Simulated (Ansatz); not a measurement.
# Honeycomb InSb monolayer in a perpendicular field

Aim: how the honeycomb InSb monolayer screens a field along its normal, and what the field does to its bands. A positive field points along +c.

Calculated with Ansatz 0.2.0; plane-wave DFT, PBE-D3(BJ), Ansatz PAW.

Most raw output is cut from this account.

**1. The structure**

The cell holds 2 atoms: 1 Sb and 1 In. Its edges and angles: a = 4.650 Å, b = 4.650 Å, c = 32.550 Å, α = 90.0°, β = 90.0°, γ = 120.0°. Vacuum lies along c.

**2. Relaxing the slab**

The starting cell is a guess, so the in-plane lattice and the atoms are relaxed first, with the slab cut off from its images along the normal.

The input, input.yaml:

```yaml
crystal:
  lattice:
    - [4.65, 0.0, 0.0]
    - [-2.325, 4.0270181276, 0.0]
    - [0.0, 0.0, 32.55]
  atoms:
    - { symbol: Sb, position: [0.6666666667, 0.3333333333, 0.4884792627] }
    - { symbol: In, position: [0.3333333333, 0.6666666667, 0.5115207373] }
  periodic: [true, true, false]
kpoints:
  mp_grid: { grid: [12, 12, 1] }
hamiltonian:
  xc: pbe
  dispersion: d3bj
scf:
  occupations: { method: fermi_dirac, width: 0.05 }
  convergence: { dr2_threshold: 1.0e-09 }
relax:
  f_tol: 0.004
  max_steps: 90
  cell: {}
output:
  write_potential: true
  write_density: true
  volumetric_format: npy
```

Run with:

```sh
ansatz run input.yaml --threads 2 --pin off --max-ram 3072MiB --backend cpu --events-out ev --progress --plain --runs-dir out
```

It took 44 s on 2 threads of Arm Neoverse V1, shared host; peak memory 0.76 GiB; 87 s of CPU time.

The steps of the relaxation:

| step | energy less that of the first step (eV) | largest force component (eV/Å) | volume (Å³) |
| --- | --- | --- | --- |
| 1 | 0.0000 | 0.0518 | 609.52 |
| 2 | -0.0002 | 0.0483 | 608.51 |
| 3 | -0.0007 | 0.0005 | 608.65 |
| 4* | -0.0006 | 0.0005 | 608.65 |

Relaxation steps marked * repeat the geometry before them on a plane-wave basis chosen anew for their cell, so energy and pressure can jump there.

The run keeps the 6 symmetry operations that it works with, so distortions that break them were not tested.

| cell as run | before | after | change |
| --- | --- | --- | --- |
| a (Å) | 4.650 | 4.647 | -0.1 % |
| b (Å) | 4.650 | 4.647 | -0.1 % |

The atoms that moved most (Å, along periodic axes as changes of fractional coordinates times the final cell, across vacuum about the mean position):

| atom | dx | dy | dz | length |
| --- | --- | --- | --- | --- |
| Sb1 | 0.000 | 0.000 | -0.012 | 0.012 |
| In2 | 0.000 | 0.000 | 0.012 | 0.012 |

Final coordinates:

```xyz
2
Lattice="4.6467 0.0000 0.0000 -2.3233 4.0241 0.0000 0.0000 0.0000 32.5500" Properties=species:S:1:pos:R:3
Sb    2.3233    1.3414   15.8878
In    0.0000    2.6828   16.6622
```

The lattice constant a goes from 4.650 to 4.647 Å.

**3. Single point, field 0**

A sawtooth potential applies the field, turning back in the middle of the vacuum. With the dipole correction the typed value is the field outside the slab. The induced dipole is small, so the SCF threshold is tight.

The cell differs from the one that the last finished run ended in (c 32.550 → 18.774 Å).

The input, input.yaml:

```yaml
crystal:
  lattice:
    - [4.646673948, 0.0, 0.0]
    - [-2.323336974, 4.0241376821, 0.0]
    - [0.0, 0.0, 18.7743366417]
  atoms:
    - { symbol: Sb, position: [0.6666666667, 0.3333333333, 0.4793777896] }
    - { symbol: In, position: [0.3333333333, 0.6666666667, 0.5206222104] }
kpoints:
  mp_grid: { grid: [12, 12, 1] }
  band_path:
    path: [[0, 0, 0], [0.5, 0, 0], [0.33333333, 0.33333333, 0], [0, 0, 0]]
    npoints: 16
hamiltonian:
  xc: pbe
  dispersion: d3bj
scf:
  occupations: { method: fermi_dirac, width: 0.02585 }
  convergence: { dr2_threshold: 1.0e-10 }
efield:
  axis: 3
  dipole_correction: true
  ramp_position: 0.97
  ramp_width: 0.06
  amplitude: 0
output:
  dos: { projected: true, e_range: [-6, 5] }
  write_potential: true
  write_density: true
  volumetric_format: npy
  elf: true
```

Run time: 14 s. Hardware: 2 threads; peak memory 0.54 GiB; 27 s of CPU time.

This step gave:

```yaml
dipole_along_the_normal: 0.07253 e·Å
gap_along_the_path: 0.7591 eV
smallest_direct_gap_along_the_path: 0.7591 eV
step_between_the_vacuum_levels: -0.7019 eV
ionisation_energy_upper_face: 4.420 eV
electron_affinity_upper_face: 3.661 eV
ionisation_energy_lower_face: 5.122 eV
gap_the_smaller_of_path_and_mesh: 0.7591 eV
```

Running mean over a fixed 2.8 Å (it still follows the layers) of the planar mean; the ramp of the sawtooth is left out. The electron's electrostatic potential energy less the Fermi level by z:

| z (Å) | electron's electrostatic potential energy less the Fermi level (eV) |
| --- | --- |
| 2.79 | 4.73 |
| 3.08 | 4.73 |
| 3.52 | 4.73 |
| 3.81 | 4.73 |
| 4.25 | 4.73 |
| 4.55 | 4.73 |
| 4.99 | 4.73 |
| 5.28 | 4.72 |
| 5.57 | 4.71 |
| 6.01 | 4.65 |
| 6.31 | 4.55 |
| 6.75 | 4.17 |
| 7.04 | 3.61 |
| 7.48 | 2.31 |
| 7.77 | 1.14 |
| 8.07 | -0.236 |
| 8.51 | -2.22 |
| 8.80 | -3.20 |
| 9.24 | -3.98 |
| 9.53 | -3.98 |
| 9.97 | -3.30 |
| 10.27 | -2.48 |
| 10.71 | -0.759 |
| 11.00 | 0.572 |
| 11.29 | 1.80 |
| 11.73 | 3.11 |
| 12.03 | 3.59 |
| 12.47 | 3.88 |
| 12.76 | 3.96 |
| 13.20 | 4.01 |
| 13.49 | 4.02 |
| 13.79 | 4.03 |
| 14.23 | 4.03 |
| 14.52 | 4.03 |
| 14.96 | 4.03 |
| 15.25 | 4.03 |
| 15.69 | 4.03 |
| 15.99 | 4.03 |

The density of states has structure finer than the step of the table below, so its rows give means over 0.25 eV, whole bins alone (the curve runs from -6 to 2.35 eV). Peaks (eV: height): -5.390: 3.68, -5.310: 4.11, -1.480: 7.60, -0.870: 3.20, 1.000: 6.94, 1.580: 2.71, 1.770: 2.93.

Table of density of states by energy, zero at the Fermi level of the run, which the smearing sets inside the gap; means over each step:

energy (eV), density of states (states/eV a cell) and a bar:
```
    -5.75       0.00 
    -5.50       0.54 #####
    -5.25       2.28 ######################
    -5.00       1.03 ##########
    -4.75       0.75 #######
    -4.50       0.61 ######
    -4.25       0.52 #####
    -4.00       0.44 ####
    -3.75       0.41 ####
    -3.50       0.38 ####
    -3.25       0.35 ###
    -3.00       0.42 ####
    -2.75       0.59 ######
    -2.50       0.73 #######
    -2.25       0.84 ########
    -2.00       0.95 #########
    -1.75       1.35 #############
    -1.50       3.04 ##############################
    -1.25       2.51 #########################
    -1.00       2.93 #############################
    -0.75       2.27 ######################
    -0.50       1.00 ##########
    -0.25       0.00 
     0.00       0.00 
     0.25       0.00 
     0.50       0.03 
     0.75       0.08 #
     1.00       2.68 ##########################
     1.25       1.90 ###################
     1.50       2.08 #####################
     1.75       1.33 #############
     2.00       0.38 ####
```

Projected DOS per atom over height of the atomic layer and energy from the Fermi level. Layers: Sb In from below.

Values in states/eV, 22 rows by 2 columns, each cell a mean:
```
0.22 0.67
0.56 0.42
0.95 0.91
0.83 1.40
0.03 0.03
0.00 0.00
0.00 0.00
0.73 0.17
1.95 0.70
1.74 0.86
1.48 0.83
0.58 0.37
0.45 0.31
0.30 0.27
0.18 0.19
0.19 0.20
0.21 0.22
0.25 0.28
0.32 0.38
0.53 0.69
0.53 0.77
0.00 0.00
```
Columns: height of the atomic layer (Å) from 9 to 9.77; rows upwards: energy from the Fermi level (eV) from -5.96 to 2.32.

Electronic bands along the path, in eV, zero at the Fermi level of the run, which the smearing sets inside the gap:

| point | band 12 | band 13 | band 14 | band 15 | band 16 | band 17 | band 18 |
| --- | --- | --- | --- | --- | --- | --- | --- |
| Γ | -2.71 | -0.39 | -0.39 | 0.37 | 2.44 | 3.74 | 3.74 |
| halfway | -3.85 | -1.50 | -1.06 | 1.55 | 2.44 | 4.06 | 4.71 |
| M | -5.36 | -1.55 | -0.92 | 0.90 | 1.95 | 4.85 | 5.66 |
| halfway | -5.38 | -2.29 | -0.67 | 0.99 | 3.04 | 4.58 | 5.34 |
| K | -5.45 | -2.76 | -0.47 | 0.91 | 4.11 | 4.83 | 5.32 |
| halfway | -4.14 | -1.55 | -1.36 | 1.79 | 3.02 | 3.62 | 4.64 |
| Γ | -2.71 | -0.39 | -0.39 | 0.37 | 2.44 | 3.74 | 3.74 |

Electrostatic potential energy in the ca plane at fractional y = 0.333, with atoms of Sb within 0.2 Å of it. With pseudopotentials it is smooth inside the atoms' cores, unlike the true potential.

Ten even steps from '0' (-22 eV) to '9' (2 eV), each cell a mean:
```
99999999999999999998656899999999999999999999
99999999999999999984001589999999999999999999
99999999999999999960000279999999999999999999
99999999999999999960000179999999999999999999
99999999999999999972000489999999999999999999
99999999999999999997545799999999999999999999
99999999999999999999888889999999999999999999
99999999999999999999988889999999999999999999
99999999999999999999987789999999999999999999
99999999999999999999888889999999999999999999
```
Columns run along c (18.8 Å; values clipped at the 3rd and 97th percentile), rows up along a (4.6 Å). Atoms in or near the plane, at fractional coordinates: Sb at (0.48, 0.67).

Valence density in the ca plane at fractional y = 0.333, with atoms of Sb within 0.2 Å of it. It is the smooth field of the valence electrons, not physical close to the nuclei.

Ten steps, logarithmic in the rise over the least value, from '0' (0 e/Å³) to '9' (16 e/Å³), each cell a mean:
```
00000000000000000001222110000000000000000000
00000000000000000012453210000000000000000000
00000000000000000024897310000000000000000000
00000000000000000024897310000000000000000000
00000000000000000013564210000000000000000000
00000000000000000001222110000000000000000000
00000000000000000000111100000000000000000000
00000000000000000000011110000000000000000000
00000000000000000000011110000000000000000000
00000000000000000000111100000000000000000000
```
Columns run along c (18.8 Å), rows up along a (4.6 Å). Atoms in or near the plane, at fractional coordinates: Sb at (0.48, 0.67).

ELF in the ca plane at fractional y = 0.333, with atoms of Sb within 0.2 Å of it. It is the smooth field of the valence electrons, not physical close to the nuclei.

Values, 6 rows by 16 columns, each cell a mean:
```
0.00 0.00 0.00 0.00 0.01 0.19 0.60 0.49 0.52 0.35 0.06 0.00 0.00 0.00 0.00 0.00
0.00 0.00 0.00 0.00 0.03 0.37 0.70 0.14 0.32 0.41 0.10 0.01 0.00 0.00 0.00 0.00
0.00 0.00 0.00 0.00 0.03 0.34 0.70 0.21 0.36 0.40 0.09 0.01 0.00 0.00 0.00 0.00
0.00 0.00 0.00 0.00 0.01 0.13 0.51 0.52 0.53 0.32 0.06 0.00 0.00 0.00 0.00 0.00
0.00 0.00 0.00 0.00 0.00 0.01 0.07 0.24 0.33 0.25 0.04 0.00 0.00 0.00 0.00 0.00
0.00 0.00 0.00 0.00 0.00 0.02 0.14 0.32 0.37 0.26 0.04 0.00 0.00 0.00 0.00 0.00
```
Columns run along c (18.8 Å), rows up along a (4.6 Å). Atoms in or near the plane, at fractional coordinates: Sb at (0.48, 0.67).

The gap is 0.76 eV, with the valence edge 4.42 eV and the conduction edge 3.66 eV under the upper vacuum level. Spin-orbit coupling, left out in this run, matters for the bands of elements this heavy.

**4. Atoms held, field 0.1 V/Å**

Changes to input.yaml since step 3:

```diff
@@ -24,5 +24,4 @@
   ramp_width: 0.06
-  amplitude: 0
+  amplitude: 0.1
 output:
-  dos: { projected: true, e_range: [-6, 5] }
   write_potential: true
@@ -30,2 +29 @@
   volumetric_format: npy
-  elf: true
```

Wall time 14 s (2 threads); peak memory 0.53 GiB; 27 s of CPU time.

The dipole is 0.110 e·Å, 0.0375 e·Å from its value without field, and the gap 0.752 eV.

**5. Single point, field -0.1 V/Å**

Changes to input.yaml since step 4:

```diff
@@ -24,3 +24,3 @@
   ramp_width: 0.06
-  amplitude: 0.1
+  amplitude: -0.1
 output:
```

The job ended after 14 s (2 threads; peak memory 0.52 GiB; 27 s of CPU time).

The dipole is 0.0349 e·Å, -0.0376 e·Å from its value without field, and the gap 0.766 eV.

**6. Response, atoms held**

This step: plane-wave DFT, PBE-D3(BJ), Ansatz PAW; response to a field along the normal, atoms held (Ansatz 0.2.0).

The dipoles give the slope, and the difference of two potentials shows where the field is screened.

Numbers from this step:

- equivalent conductor thickness p/(ε₀AE): 3.636 Å
- distance between the outer atoms: 0.7743 Å

Dipole of the cell against applied field:

| applied field (V/Å) | dipole of the cell (e·Å) |
| --- | --- |
| -0.1000 | 0.0349 |
| 0.0000 | 0.0725 |
| 0.1000 | 0.110 |

Local field over the applied field, running mean. From the potentials at -0.1 and 0.1 V/Å; running mean over 2.5 Å. The local field over applied field by z:

| z (Å) | local field over applied field |
| --- | --- |
| 4.5 | 0.996 |
| 5.0 | 0.989 |
| 5.5 | 0.972 |
| 6.0 | 0.931 |
| 6.5 | 0.845 |
| 7.0 | 0.703 |
| 7.5 | 0.527 |
| 8.0 | 0.355 |
| 8.5 | 0.205 |
| 9.0 | 0.0951 |
| 9.5 | 0.0679 |
| 10.0 | 0.136 |
| 10.5 | 0.265 |
| 11.0 | 0.430 |
| 11.5 | 0.614 |
| 12.0 | 0.782 |
| 12.5 | 0.894 |
| 13.0 | 0.954 |
| 13.5 | 0.981 |
| 14.0 | 0.993 |
| 14.5 | 0.997 |

Electrons, planar mean, per unit field. Induced electron density against z:

z (Å), induced electron density (e/Å³ per V/Å) and a bar from the least value:
```
      4.5    0.00002 ################
      5.0    0.00005 ################
      5.5    0.00014 ################
      6.0    0.00035 #################
      6.5    0.00085 ####################
      7.0    0.00183 ########################
      7.5    0.00314 ##############################
      8.0    0.00317 ##############################
      8.5    0.00088 ####################
      9.0    0.00001 ################
      9.5    0.00034 #################
     10.0   -0.00009 ###############
     10.5   -0.00263 ####
     11.0   -0.00355 
     11.5   -0.00241 #####
     12.0   -0.00123 ##########
     12.5   -0.00055 #############
     13.0   -0.00023 ###############
     13.5   -0.00009 ###############
     14.0   -0.00003 ################
     14.5   -0.00001 ################
```

The smaller of the gaps on the path and on the k-mesh, counted as 0 under 0.03 eV. The gap by applied field:

| applied field (V/Å) | gap (eV) |
| --- | --- |
| -0.1000 | 0.766 |
| 0.0000 | 0.759 |
| 0.1000 | 0.752 |

By hand: between -0.1 and 0.1 V/Å the dipole changes by 0.07514 e·Å, a slope of 0.3757 e·Å²/V. A perfect conductor of thickness t has p = ε₀AEt, so t = 180.95 × 0.3757 / 18.699 = 3.64 Å (e/ε₀ = 180.95 V·Å, A in Å²).

The induced dipole is that of a conductor 3.64 Å thick.

**7. What came out**

```json
{
  "gap without field": "0.759 eV",
  "ionisation energy, upper face": "4.42 eV",
  "electron affinity, upper face": "3.66 eV",
  "step between the vacuum levels": "-0.702 eV",
  "equivalent conductor thickness, atoms held": "3.64 Å"
}
```

In words: The induced dipole equals that of a perfect conductor 3.64 Å thick, while the outer atoms lie 0.77 Å apart; an out-of-plane ε follows only once a thickness t is chosen, by 1 − 1/ε = 3.64 Å / t. The two faces differ: the vacuum level above lies 0.70 eV lower than the one below. The gap stays within 0.01 eV of 0.76 eV over the fields run, up to 0.1 V/Å in size. Semilocal functionals give gaps that are too small, and excitons are not included. Spin-orbit coupling is left out, which matters for the bands of elements this heavy.

[Logs are printed without paths, hosts, clocks, repeated set-up lines and the standing remarks that a program may print on its own settings, such as how far it seeks lower states.]

[Hosts, paths, dates, database ids (printed as entryN), source tags and the programs' standing remarks are cut or masked in the printed files.]

[Maps of the electrostatic potential energy from Ansatz leave out the sawtooth potential of an applied field or a dipole correction, so their vacuum need not be flat; planar profiles and work functions include it.]

[The density of states shown here was stored with 400 of the rows of the run's finer table, so its peaks can read low, often by over a quarter, or be missed, and its means over a window can be off by a tenth or more.]
